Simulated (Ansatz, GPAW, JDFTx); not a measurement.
**ZnSe: programs and potentials compared**

```
CELL_PARAMETERS angstrom
0.00000 2.83380 2.83380
2.83380 0.00000 2.83380
2.83380 2.83380 0.00000
ATOMIC_POSITIONS crystal
Se 0.75000 0.75000 0.75000
Zn 0.00000 0.00000 0.00000
```

Alike in all runs: task single point; functional LDA; k mesh 8 × 8 × 8; occupations gaussian, width 0.1 eV; no spin polarisation; no spin-orbit coupling. LDA stands for any of its common fits. Pressure is positive in compression and, in plane waves, holds the error of the finite cutoff.

```tsv
program and potentials	plane-wave cutoff (eV)	notes	band gap (eV)	pressure (GPa)
GPAW, the program's PAW data sets (release 1.2.1) made for this functional	600	9 valence electrons an atom on average	1.04	-3.63
JDFTx, PseudoDojo-SR-LDA-0.4.1-standard with smoothed tails	1170	18 valence electrons an atom on average	1.03	-3.43
Ansatz, all-electron LAPW, scalar-relativistic	-	-	?	?
```

**Question.** Estimate from the other rows what the run with Ansatz, all-electron LAPW, scalar-relativistic gave.

**Answer.** Band gap 1.03 eV; pressure -3.37 GPa. The other rows, which needn't bracket it: band gap 1.03 to 1.04; pressure -3.63 to -3.43.
